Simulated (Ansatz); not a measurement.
## Y: equation of state with PBEsol

Y:

```
CELL_PARAMETERS angstrom
3.64254 0.00000 0.00000
-1.82127 3.15454 0.00000
0.00000 0.00000 11.84413
ATOMIC_POSITIONS crystal
Y 0.66667 0.33333 0.75000
Y 0.00000 0.00000 0.50000
Y 0.33333 0.66667 0.25000
Y 0.00000 0.00000 0.00000
```

| Property | Result |
| --- | --- |
| Program | Ansatz 0.2.0 |
| Task | equation of state |
| Functional | PBEsol |
| Potentials or basis | all-electron LAPW, scalar-relativistic |
| Basis error allowed | 0.001 eV/atom |
| k mesh | 8 × 8 × 3 |
| Occupations | fermi-dirac, width 0.05 eV |
| Spin | no spin polarisation |

| Item | Value |
| --- | --- |
| Equilibrium volume | 30.84 Å³/atom (rough: see the caveat) |
| Bulk modulus at fixed shape and positions | 41 GPa (rough) |

Energy against volume, from the lowest point:
```csv
volume (Å³/atom),energy (meV/atom)
31.982,0.00
32.663,7.69
33.343,18.44
34.024,31.99
34.704,48.08
35.385,66.51
36.065,87.07
```

All runs of the series together: 51 s on 2 threads of Arm Neoverse V2, with other jobs on the host.

Caveat: the minimum lies outside the volumes run; the cell was scaled at fixed shape and fractional positions, which overstates the stiffness of a crystal with free parameters, most of all of layers and chains.
